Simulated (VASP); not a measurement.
# Au in VASP: a series of runs

Aim: see how the results for Au move with the level of theory and the settings. Levels: LDA, PBE, PBEsol, RPBE, revPBE. Tasks: work function.

All numbers are computed with VASP 6.6.1; they aren't measurements. Logs are shortened: lines on timing, memory, paths and dates and some standing lists are left out, and cuts for length are marked.

### Step 1. The slab as given

The cell holds a slab with vacuum, 6 atoms: a = 2.823 Å, b = 2.920 Å, c = 27.233 Å, α = 90.00°, β = 90.00°, γ = 118.91°.

The slab is cut from a database's or a generator's crystal, which needn't be the stable form of the element.

### Step 2. Work function, LDA

Contents of INCAR:

```
SYSTEM = Au
PREC = Accurate ; ENCUT = 520
EDIFF = 1E-6 ; ISMEAR = -1
SIGMA = 0.05 ; LREAL = .False.
LASPH = .True. ; NELM = 60
ALGO = Fast ; ISIF = 2
LWAVE = .False. ; LCHARG = .True.
LDIPOL = .True. ; IDIPOL = 3
DIPOL = 0.5 0.5 0.500 ; GGA = CA
LELF = .True. ; LVHAR = .True.
LVACPOTAV = .True.
```

Contents of KPOINTS:

```
Automatic mesh
0
Gamma
  8 8 1
  0 0 0
```

Contents of POSCAR:

```
Au
1.0
    2.8226199300      0.0000000000      0.0000000000
   -1.4113099650      2.5559330250      0.0000000000
    0.0000000000      0.0000000000     27.2329240250
Au
6
Direct
    0.3346720300      0.6693440600      0.2754019360
    0.6653279700      0.3306559400      0.3652411616
    0.3346720300      0.6693440600      0.4550803872
    0.6653279700      0.3306559400      0.5449196128
    0.3346720300      0.6693440600      0.6347588384
    0.6653279700      0.3306559400      0.7245980640
```

Potentials or basis: VASP PAW LDA potentials, release 64 (Au).

Command:

```
$ cat potpaw_LDA.64/Au/POTCAR > POTCAR
$ mpirun -np 1 vasp_std > vasp.out
```

OUTCAR:

```text
SYSTEM = Au
   PREC = Accurate
   ENCUT = 520
   EDIFF = 1E-6
   ISMEAR = -1
   LREAL = .False.
   LASPH = .True.
   NELM = 60
   ISIF = 2
   GGA = CA

 ion  position               nearest neighbor table
   1  0.335  0.669  0.275-   2 2.95   2 2.95   2 2.97
   2  0.665  0.331  0.365-   1 2.95   1 2.95   3 2.95   3 2.95   1 2.97   3 2.97
   3  0.335  0.669  0.455-   2 2.95   4 2.95   2 2.95   4 2.95   2 2.97   4 2.97
   4  0.665  0.331  0.545-   3 2.95   5 2.95   3 2.95   5 2.95   3 2.97   5 2.97
   5  0.335  0.669  0.635-   6 2.95   6 2.95   4 2.95   4 2.95   6 2.97   4 2.97
   6  0.665  0.331  0.725-   5 2.95   5 2.95   5 2.97

  LATTYP: Found a base centered orthorhombic cell.
 ALAT       =     2.8226199300
 B/A-ratio  =     1.8110359088
 C/A-ratio  =     9.6481016575

  Lattice vectors:

 A1 = (   1.4113099650,  -2.5559330250,   0.0000000000)
 A2 = (   1.4113099650,   2.5559330250,   0.0000000000)
 A3 = (   0.0000000000,   0.0000000000,  27.2329240250)

Analysis of symmetry for initial positions (statically):
=====================================================================
 Subroutine PRICEL returns:
 Original cell was already a primitive cell.

 Routine SETGRP: Setting up the symmetry group for a
 base centered orthorhombic supercell.

 Subroutine GETGRP returns: Found  4 space group operations
 (whereof  4 operations were pure point group operations)
 out of a pool of  8 trial point group operations.

The static configuration has the point symmetry C_2h.

Analysis of symmetry for dynamics (positions and initial velocities):
=====================================================================
 Subroutine PRICEL returns:
 Original cell was already a primitive cell.

 Routine SETGRP: Setting up the symmetry group for a
 base centered orthorhombic supercell.

 Subroutine GETGRP returns: Found  4 space group operations
 (whereof  4 operations were pure point group operations)
 out of a pool of  8 trial point group operations.

The dynamic configuration has the point symmetry C_2h.

 Subroutine INISYM returns: Found  4 space group operations
 (whereof  4 operations are pure point group operations),
 and found     1 'primitive' translations

----------------------------------------------------------------------------------------

                                     Primitive cell

[... 100 lines left out ...]
   ISIF   =      2    stress and relaxation
   ISYM   =      2    0-nonsym 1-usesym 2-fastsym
   POTIM  = 0.5000    time-step for ionic-motion
   TEBEG  =    0.0;   TEEND  =   0.0 temperature during run
   PSTRESS=    0.0 pullay stress
   NELECT =      66.0000    total number of electrons
   NUPDOWN=      -1.0000    fix difference up-down
   EMIN   =  10.00;   EMAX   =-10.00  energy-range for DOS
   EFERMI =   0.00;   METHOD = LEGACY
   ISMEAR =    -1;   SIGMA  =   0.05  broadening in eV -4-tet -1-fermi 0-gaus
   EFERMI_NEDOS =   21; number of points for ismear=-14 and -15
   IALGO  =     68    algorithm
   IMIX   =      4    mixing-type and parameters
     AMIX     =   0.40;   BMIX     =  1.00
     AMIX_MAG =   1.60;   BMIX_MAG =  1.00
  volume/ion in A,a.u.               =      32.74       220.97
  Fermi-wavevector in a.u.,A,eV,Ry     =   1.138040  2.150583 17.621374  1.295134
  Thomas-Fermi vector in A             =   2.274744
   LORBIT       =      0    0 simple, 1 ext, 2 COOP (PROOUT), +10 PAW based schemes
   GGA     = CA    functional components
   LHFCALC =     F    Hartree Fock is set to
   AEXX    =    0.0000 exact exchange contribution
   IVDW    =     0    specifies the selected vdW correction
   LEPSILON=     F    determine dielectric tensor
   LRPA    =     F    only Hartree local field effects (RPA)
 non-spin polarized calculation
 RMM-DIIS sequential band-by-band and
  energy-cutoff  :      520.00
  volume of cell :      196.47
 maximum number of plane-waves:      5350
 NGX is ok and might be reduce to    24
   NGX = 11   NGY = 11   NGZ =101

 dipolmoment           0.000000      0.000000      0.000000 electrons x Angstroem

 number of electron      66.0000000 magnetization

 dipolmoment           0.000000      0.000000     -0.000000 electrons x Angstroem

 Free energy of the ion-electron system (eV)
  ---------------------------------------------------
  ext. energy  EPLUGINS =         0.00000000
  ---------------------------------------------------
  free energy    TOTEN  =       -25.37585817 eV

  energy without entropy =      -25.35362343  energy(sigma->0) =      -25.36474080

 E-fermi :   2.0738     XC(G=0):  -7.4931

 val. band max:        2.0489704554   @ k =   0.1250   0.3750   0.0000
 cond. band min:       2.0801044504   @ k =   0.3750   0.1250   0.0000
 fundamental gap:      0.0311339950
 Fermi energy:         2.0737712955

 k-point     1 :       0.0000    0.0000    0.0000
  band No.  band energies     occupation
      1      -7.3012      2.00000
      2      -6.7477      2.00000
      3      -5.9866      2.00000
      4      -5.3325      2.00000
      5      -5.0260      2.00000
      6      -5.0218      2.00000
[... 871 lines left out ...]
     38       5.4576      0.00000
     39       6.1225      0.00000

------------------------ aborting loop because EDIFF is reached ----------------------------------------

  FORCE on cell =-STRESS in cart. coord.  units (eV):
  Direction    XX          YY          ZZ          XY          YZ          ZX
  --------------------------------------------------------------------------------------
  -------------------------------------------------------------------------------------
  Total       -8.9328797     -8.1396626     -4.7847462      0.0000000     -0.0178986      0.0000000
  in kB      -72.8460351    -66.3774915    -39.0187488      0.0000000     -0.1459595      0.0000000
  external PRESSURE =     -59.4140918 kB  Pullay stress =       0.0000000 kB

 VOLUME and BASIS-vectors are now :
 -----------------------------------------------------------------------------
  energy-cutoff  :      520.00
  volume of cell :      196.47
      direct lattice vectors                 reciprocal lattice vectors
     2.822619930  0.000000000  0.000000000     0.354280783  0.195623279  0.000000000
    -1.411309965  2.555933025  0.000000000     0.000000000  0.391246559  0.000000000
     0.000000000  0.000000000 27.232924025     0.000000000  0.000000000  0.036720258

 POSITION                                       TOTAL-FORCE (eV/Angst)
 -----------------------------------------------------------------------------------
      0.00000      1.71080      7.50000         0.000000      0.002017      0.294140
      1.41131      0.84513      9.94658         0.000000     -0.003403      0.174664
      0.00000      1.71080     12.39317         0.000000      0.007488     -0.071601
      1.41131      0.84513     14.83975         0.000000     -0.007488      0.071601
      0.00000      1.71080     17.28634         0.000000      0.003403     -0.174664
      1.41131      0.84513     19.73292        -0.000000     -0.002017     -0.294140
 -----------------------------------------------------------------------------------
    total drift:                               -0.000000     -0.000000     -0.000000

  FREE ENERGIE OF THE ION-ELECTRON SYSTEM (eV)
  ---------------------------------------------------
  free  energy   TOTEN  =       -25.3758581701 eV

  energy  without entropy=      -25.3536234319  energy(sigma->0) =      -25.36474080

 vacuum level on the upper side and lower side of the slab         7.730         7.730
```

Wall time 4.2 min (1 thread of Intel Xeon Platinum 8488C (Sapphire Rapids), shared host); peak memory 0.3 GiB.

What came out:

```yaml
Free_energy: -25.3759 eV
Largest_force: 0.294 eV/Å
Band_gap_on_the_k_mesh: none (metal or under the smearing width)
Work_function_of_the_upper_face: 5.66 eV
Work_function_of_the_lower_face: 5.66 eV
```

Forces in eV/Å, atoms in the order of the input:
```
Au   0.000  0.002  0.294
Au   0.000 -0.003  0.175
Au   0.000  0.007 -0.072
Au   0.000 -0.007  0.072
Au   0.000  0.003 -0.175
Au   0.000 -0.002 -0.294
```

Levels at points of the mesh, in eV from the Fermi level:
```csv
k point,band 30,band 31,band 32,band 33,band 34,band 35,band 36,band 37,band 38,band 39
"(0.00, 0.00, 0.00)",-2.39,-2.28,-2.18,-2.15,-2.09,-2.08,-0.87,-0.18,3.78,5.12
"(0.50, 0.00, 0.00)",-1.48,0.31,0.31,0.68,1.21,1.59,1.68,3.94,3.95,4.54
"(0.00, 0.50, 0.00)",-1.55,0.01,0.03,0.35,0.83,1.16,1.23,3.34,3.38,4.05
```

The run has no spin-orbit coupling, so splittings on Au are missing.

### Step 3. Work function, PBE

Edit INCAR of step 2 so:

```diff
@@ -8,3 +8,3 @@
 LDIPOL = .True. ; IDIPOL = 3
-DIPOL = 0.5 0.5 0.500 ; GGA = CA
+DIPOL = 0.5 0.5 0.500 ; GGA = PE
 LELF = .True. ; LVHAR = .True.
```

KPOINTS is that of step 2.

POSCAR is that of step 2.

Potentials or basis: VASP PAW PBE potentials, release 64 (Au).

Command:

```
$ cat potpaw_PBE.64/Au/POTCAR > POTCAR
$ mpirun -np 1 vasp_std > vasp.out
```

OUTCAR:

```text
SYSTEM = Au
   PREC = Accurate
   ENCUT = 520
   EDIFF = 1E-6
   ISMEAR = -1
   LREAL = .False.
   LASPH = .True.
   NELM = 60
   ISIF = 2
   GGA = PE

 ion  position               nearest neighbor table
   1  0.335  0.669  0.275-   2 2.95   2 2.95   2 2.97
   2  0.665  0.331  0.365-   1 2.95   1 2.95   3 2.95   3 2.95   1 2.97   3 2.97
   3  0.335  0.669  0.455-   2 2.95   4 2.95   2 2.95   4 2.95   2 2.97   4 2.97
   4  0.665  0.331  0.545-   3 2.95   5 2.95   3 2.95   5 2.95   3 2.97   5 2.97
   5  0.335  0.669  0.635-   6 2.95   6 2.95   4 2.95   4 2.95   6 2.97   4 2.97
   6  0.665  0.331  0.725-   5 2.95   5 2.95   5 2.97

  LATTYP: Found a base centered orthorhombic cell.
 ALAT       =     2.8226199300
 B/A-ratio  =     1.8110359088
 C/A-ratio  =     9.6481016575

  Lattice vectors:

 A1 = (   1.4113099650,  -2.5559330250,   0.0000000000)
 A2 = (   1.4113099650,   2.5559330250,   0.0000000000)
 A3 = (   0.0000000000,   0.0000000000,  27.2329240250)

Analysis of symmetry for initial positions (statically):
=====================================================================
 Subroutine PRICEL returns:
 Original cell was already a primitive cell.

 Routine SETGRP: Setting up the symmetry group for a
 base centered orthorhombic supercell.

 Subroutine GETGRP returns: Found  4 space group operations
 (whereof  4 operations were pure point group operations)
 out of a pool of  8 trial point group operations.

The static configuration has the point symmetry C_2h.

Analysis of symmetry for dynamics (positions and initial velocities):
=====================================================================
 Subroutine PRICEL returns:
 Original cell was already a primitive cell.

 Routine SETGRP: Setting up the symmetry group for a
 base centered orthorhombic supercell.

 Subroutine GETGRP returns: Found  4 space group operations
 (whereof  4 operations were pure point group operations)
[... 131 lines left out ...]
   GGA     = PE    functional components
   LHFCALC =     F    Hartree Fock is set to
   AEXX    =    0.0000 exact exchange contribution
   IVDW    =     0    specifies the selected vdW correction
   LEPSILON=     F    determine dielectric tensor
   LRPA    =     F    only Hartree local field effects (RPA)
 non-spin polarized calculation
 RMM-DIIS sequential band-by-band and
  energy-cutoff  :      520.00
  volume of cell :      196.47
 maximum number of plane-waves:      5350
 NGX is ok and might be reduce to    24
   NGX = 11   NGY = 11   NGZ =101

 dipolmoment           0.000000      0.000000      0.000000 electrons x Angstroem

 number of electron      66.0000000 magnetization

 dipolmoment           0.000000      0.000000     -0.000000 electrons x Angstroem

 Free energy of the ion-electron system (eV)
  ---------------------------------------------------
  ext. energy  EPLUGINS =         0.00000000
  ---------------------------------------------------
  free energy    TOTEN  =       -18.64177050 eV

  energy without entropy =      -18.61969285  energy(sigma->0) =      -18.63073168

 E-fermi :   2.3764     XC(G=0):  -7.3225

 val. band max:        2.3496453167   @ k =   0.1250   0.3750   0.0000
 cond. band min:       2.3843410111   @ k =   0.3750   0.1250   0.0000
 fundamental gap:      0.0346956944
 Fermi energy:         2.3764272725

 k-point     1 :       0.0000    0.0000    0.0000
  band No.  band energies     occupation
      1      -6.9591      2.00000
      2      -6.4049      2.00000
      3      -5.6446      2.00000
      4      -4.9960      2.00000
      5      -4.6954      2.00000
      6      -4.6883      2.00000
[... 871 lines left out ...]
     38       5.7725      0.00000
     39       6.4429      0.00000

------------------------ aborting loop because EDIFF is reached ----------------------------------------

  FORCE on cell =-STRESS in cart. coord.  units (eV):
  Direction    XX          YY          ZZ          XY          YZ          ZX
  --------------------------------------------------------------------------------------
  -------------------------------------------------------------------------------------
  Total       -0.4527320     -0.1345639      1.6399405      0.0000000     -0.0338160      0.0000000
  in kB       -3.6919482     -1.0973448     13.3734214      0.0000000     -0.2757633      0.0000000
  external PRESSURE =       2.8613761 kB  Pullay stress =       0.0000000 kB

 VOLUME and BASIS-vectors are now :
 -----------------------------------------------------------------------------
  energy-cutoff  :      520.00
  volume of cell :      196.47
      direct lattice vectors                 reciprocal lattice vectors
     2.822619930  0.000000000  0.000000000     0.354280783  0.195623279  0.000000000
    -1.411309965  2.555933025  0.000000000     0.000000000  0.391246559  0.000000000
     0.000000000  0.000000000 27.232924025     0.000000000  0.000000000  0.036720258

 POSITION                                       TOTAL-FORCE (eV/Angst)
 -----------------------------------------------------------------------------------
      0.00000      1.71080      7.50000         0.000000      0.008519     -0.232688
      1.41131      0.84513      9.94658         0.000000     -0.016242      0.177451
      0.00000      1.71080     12.39317         0.000000      0.020043     -0.072982
      1.41131      0.84513     14.83975         0.000000     -0.020043      0.072982
      0.00000      1.71080     17.28634        -0.000000      0.016242     -0.177451
      1.41131      0.84513     19.73292         0.000000     -0.008519      0.232688
 -----------------------------------------------------------------------------------
    total drift:                               -0.000000     -0.000000     -0.000000

  FREE ENERGIE OF THE ION-ELECTRON SYSTEM (eV)
  ---------------------------------------------------
  free  energy   TOTEN  =       -18.6417705038 eV

  energy  without entropy=      -18.6196928547  energy(sigma->0) =      -18.63073168

 vacuum level on the upper side and lower side of the slab         7.630         7.630
```

Wall time 4.5 min (1 thread of Intel Xeon Platinum 8488C (Sapphire Rapids), shared host); peak memory 0.4 GiB.

What came out:

| Quantity | Value |
| --- | --- |
| Free energy | -18.6418 eV |
| Largest force | 0.233 eV/Å |
| Band gap on the k mesh | none (metal or under the smearing width) |
| Work function of the upper face | 5.25 eV |
| Work function of the lower face | 5.25 eV |

Forces on the atoms (eV/Å):
```
Au   0.000  0.009 -0.233
Au   0.000 -0.016  0.177
Au   0.000  0.020 -0.073
Au   0.000 -0.020  0.073
Au   0.000  0.016 -0.177
Au   0.000 -0.009  0.233
```

Spin-orbit coupling is left out, which matters for the levels of Au.

[end of part 1 of 3]
